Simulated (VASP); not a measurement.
Here is a VASP 6.6.1 calculation.

The input INCAR:

```
SYSTEM = InP
  ALGO = Normal
  EDIFF = 1E-6
  ENCUT = 520
  GGA = PS
  ISIF = 2
  ISMEAR = 0
  LASPH = .True.
  LCHARG = .False.
  LREAL = .False.
  LWAVE = .False.
  NBANDS = 16
  NELM = 100
  PREC = Accurate
  SIGMA = 0.01
```

Contents of KPOINTS:

```
k-points
0
Gamma
  10 10 10
  0 0 0
```

POSCAR

```
InP
1.0
    0.0000000000      2.8375261813      2.8375261813
    2.8375261813      0.0000000000      2.8375261813
    2.8375261813      2.8375261813      0.0000000000
In P
1 1
Direct
    0.0000000000      0.0000000000      0.0000000000
    0.7500000000      0.7500000000      0.7500000000
```

Potentials or basis: VASP PAW PBE potentials, release 64 (In_d, P).

Launch:

```sh
$ cat potpaw_PBE.64/In_d/POTCAR potpaw_PBE.64/P/POTCAR > POTCAR
$ mpirun -np 1 vasp_std > vasp.out
```

**Question.** Estimate the pressure.

**Answer.** 8.9 GPa.

**Question.** Predict the band gap on the k mesh.

**Answer.** 1.13 eV, direct.

Caveat: the PAW data sets were made with another functional, which shifts forces and pressure a little; spin-orbit coupling is left out, which moves the levels of the heavy elements.

**Experimental background.**

From a printed reference work, data compilation, for a bulk crystal of InP at 1.6 K: band gap 1.4236 eV (direct).

Measured gap of InP: 1.4236 eV (direct; 1.6 K; a printed reference work, data compilation). This calculation gives 1.13 eV (-0.30 eV). Spin-orbit coupling on In is left out. The value is that of PBEsol on a finite k mesh, which can miss the band edges, without temperature or zero-point motion. Semilocal functionals fall short of measured gaps as a rule.
